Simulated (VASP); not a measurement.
## LuH2: single point with r2SCAN

The system is LuH2.

```
Lu H
1.0
     0.00000    2.51650    2.51650
     2.51650    0.00000    2.51650
     2.51650    2.51650    0.00000
Lu H
1 2
Direct
  0.00000 0.00000 0.00000
  0.25000 0.25000 0.25000
  0.75000 0.75000 0.75000
```

- Program: VASP 6.6.1
- Task: single point
- Functional: r2SCAN
- Potentials or basis: VASP PAW PBE potentials, release 64 (Lu, H)
- Cutoff: 520 eV
- k mesh: 7 × 7 × 7
- Occupations: methfessel-paxton, width 0.1 eV
- Spin: no spin polarisation
- Dipole correction: no
- Further INCAR settings: ALGO = Normal; EDIFF = 1e-06; NBANDS = 20

* Pressure: -1.9 GPa
* Band gap on the k mesh: none (metal or under the smearing width)

Levels at points of the mesh, in eV from the Fermi level:
```tsv
k point	band 11	band 12	band 13	band 14	band 15	band 16
(0.00, 0.00, 0.00)	-4.97	-4.97	-0.74	1.80	1.80	1.80
```

Run time: 64 s on 1 thread of Intel(R) Xeon(R) Platinum 8259CL CPU @ 2.50GHz (Skylake/Cascade Lake), on a shared host, peak memory 0.17 GiB.

Caveat: the PAW data sets were made with another functional, which shifts forces and pressure a little. Spin-orbit coupling is left out, which matters for the levels of Lu.
